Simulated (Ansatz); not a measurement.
Bulk crystal (Os) after relaxation:

```
CELL_PARAMETERS angstrom
2.75283 0.00000 0.00000
-1.37642 2.38402 0.00000
0.00000 0.00000 4.35097
ATOMIC_POSITIONS crystal
Os 0.33333 0.66667 0.75000
Os 0.66667 0.33333 0.25000
```

Miller indices refer to the conventional cell of P6_3/mmc (No. 194), a = 2.753 Å, b = 2.753 Å, c = 4.351 Å, α = 90.00°, β = 90.00°, γ = 120.00°.

The (101) slab of 10 planes, 10.1 Å thick with 15 Å of vacuum as cut; outer planes Os (top) and Os (bottom).

All numbers below come from DFT PBE, scalar-relativistic, plane waves, PAW in Ansatz 0.2.0. Cutoff 420 eV; k points 13×7×1 on the computed 10-atom cell (Γ-centred); Gaussian smearing, width 0.10 eV; no spin polarisation. A dipole correction removes the field between periodic images along c.

Read from the bulk's Fermi level, the relaxed top face's work function is 4.66 eV: the slab is thin for this quantity. The slab's inner planes relax by over 3 % too, so it holds no bulk-like region.

With the atoms at the bulk's places:

| Property | Result |
| --- | --- |
| Surface energy (mean of both faces) | 4.69 J/m² |
| Work function | 4.53 eV |

(1) What changes when all atoms relax?

Spin-orbit coupling is left out, which matters for the bands of heavy elements.

Answers

(1) The energy falls by 0.540 J/m² a face, and the largest move is 0.23 Å.

```json
{
  "Surface energy (mean of both faces)": "4.15 J/m²",
  "Work function": "4.48 eV"
}
```

```
plane (bottom to top)  atoms  spacing to next, bulk (Å)  relaxed (Å)  change (%)
                    1     Os                      1.742        1.489       -14.5
                    2     Os                      0.348        0.339        -2.7
                    3     Os                      1.742        1.759        +1.0
                    4     Os                      0.348        0.395       +13.3
                    5     Os                      1.742        1.683        -3.4
                    6     Os                      0.348        0.395       +13.3
                    7     Os                      1.742        1.759        +1.0
                    8     Os                      0.348        0.339        -2.7
                    9     Os                      1.742        1.489       -14.5
                   10     Os
```

γ = (E_slab − N·E_bulk)/2A = 7.069 eV / (2 × 13.66 Å²) = 258.8 meV/Å² = 4.15 J/m², with N = 10 atoms. The cut crosses 9 bonds a cell (neighbours within 10 % of the shortest distances), so each costs 0.79 eV on this count. The top spacing shrinks by 14.5 %, as is usual at a metal's surface, where atoms that lost neighbours bind closer to those left.

The high surface energy reflects both osmium's strong 5d bonding and the choice of termination. The cut separates two planes only 0.348 Å apart, leaving an exposed layer above a wide 1.742 Å gap. Cutting through the wide gap instead would sever fewer nearest-neighbour bonds, so the alternative termination is probably lower in energy.

The outer layer's poor coordination also accounts for its strong inward relaxation, from 1.742 to 1.489 Å. The inner expansions of 13.3 % look comparable but are much smaller displacements, because they refer to the very short spacing.

The work function is low for osmium, a metal known for high values on its compact faces. An open surface lets electrons spill into the hollows between protruding atoms, which weakens the outward-pointing negative surface dipole; this probably contributes to the low value, alongside the slab's limited thickness. The energy gained on relaxation does not establish this termination as the preferred one for the facet.
